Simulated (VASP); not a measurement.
**CdF2: single point with LDA**

Crystal: CdF2.

```
CELL_PARAMETERS angstrom
0.00000 2.64883 2.64883
2.64883 0.00000 2.64883
2.64883 2.64883 0.00000
ATOMIC_POSITIONS crystal
Cd 0.02043 0.02043 0.02043
F 0.25000 0.25000 0.25000
F 0.75000 0.75000 0.75000
```

The cell isn't the ideal one: all Cd atoms moved +0.188 Å, as atom 1 along Cartesian [1 1 1].

```yaml
Program: VASP 6.6.1
Task: single point
Functional: LDA
Potentials_or_basis: VASP PAW LDA potentials, release 64 (Cd, F)
Cutoff: 520 eV
k_mesh: 8 × 8 × 8
Occupations: gaussian, width 0.05 eV
Spin: no spin polarisation
Dipole_correction: no
Further_INCAR_settings: ALGO = Fast; EDIFF = 1e-06; NBANDS = 20
```

```
Pressure               : 3.8 GPa
Largest force          : 1.459 eV/Å
Band gap on the k mesh : 3.01 eV, indirect (least direct gap 3.41 eV)
```

Forces on the atoms (eV/Å):
```
Cd  -0.842 -0.842 -0.842
F    0.637  0.637  0.637
F    0.206  0.206  0.206
```

Stress tensor (GPa, compression positive):
```
3.83 1.73 1.73
1.73 3.83 1.73
1.73 1.73 3.83
```

Levels at points of the mesh, in eV from the valence-band top:
| k point | band 11 | band 12 | band 13 | band 14 | band 15 | band 16 |
| --- | --- | --- | --- | --- | --- | --- |
| (0.00, 0.00, 0.00) | -0.40 | -0.40 | -0.40 | 3.01 | 12.59 | 12.59 |
| (0.50, 0.00, 0.00) | -1.96 | -0.34 | -0.30 | 7.34 | 8.97 | 14.62 |
| (0.50, 0.50, 0.50) | -2.06 | -0.34 | -0.34 | 7.34 | 9.04 | 14.62 |
| (0.50, 0.50, 0.00) | -0.54 | -0.16 | -0.04 | 8.15 | 9.67 | 11.50 |

It took 39 s on 1 thread of AMD EPYC 7R13 Processor (Zen 3), with other jobs on the host, peak memory 0.14 GiB.

Caveat: forces of over 1 eV/Å show positions far from the minimum, so gaps and moduli don't describe the material at rest. A k mesh can miss the band edges.
